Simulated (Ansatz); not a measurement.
Pd: course of a relaxation

Computed with DFT PBE, scalar-relativistic, plane waves, PAW (Ansatz 0.2.0). (420 eV cutoff, 18×18×18 k-mesh, Gaussian smearing of 0.10 eV, no spin polarisation)

What was changed in Ag: Ag → Pd on all its sites, cell and atoms relaxed.

Command:

```bash
ansatz run input.yaml --threads 1 --pin off --max-ram 2560MiB --backend cpu --events-out ev --progress --plain --runs-dir out
```

Input:

```yaml
crystal:
  lattice:
    - [0.0, 1.9740941822, 1.9740941822]
    - [1.9740941822, 0.0, 1.9740941822]
    - [1.9740941822, 1.9740941822, 0.0]
  atoms:
    - { symbol: Pd, position: [0.0, 0.0, 0.0] }
basis:
  ecutwfc: 420
kpoints:
  mp_grid: { grid: [18, 18, 18] }
hamiltonian:
  xc: pbe
scf:
  occupations: { method: gaussian, width: 0.1 }
output:
  forces: true
  stress: true
  eigenvalues: true
relax:
  adjacent_minimum: "off"
  f_tol: 0.01
  max_steps: 60
  cell: { stress_tol: 0.1 }
```

F is the free energy. Steps run on the plane waves of an earlier cell, but the last one, and at times one on the way, on a freshly chosen basis, so a repeated geometry can differ a little in energy.

Steps:

```tsv
step	F − F(1) (eV)	largest force component (eV/Å)	V (Å³/atom)	P (GPa)
1	0.0000	0.000	15.386	-0.76
2	-0.0001	0.000	15.261	0.61
3	-0.0002	0.000	15.316	-0.01
4	-0.0002	0.000	15.316	0.00
```

Relaxed structure:

```
CELL_PARAMETERS angstrom
0.00000 1.97109 1.97109
1.97109 0.00000 1.97109
1.97109 1.97109 0.00000
ATOMIC_POSITIONS crystal
Pd 0.00000 0.00000 0.00000
```

It takes space group Fm-3m (No. 225, cubic). The conventional cell has a = 3.942 Å, b = 3.942 Å, c = 3.942 Å, α = 90.00°, β = 90.00°, γ = 90.00°. Pd (site symmetry m-3m) is surrounded by 12 Pd at 2.79 Å.

The run converged. The run took 9.7 s on 1 thread of Arm Neoverse V1, with other jobs on the host, peak memory 0.31 GiB.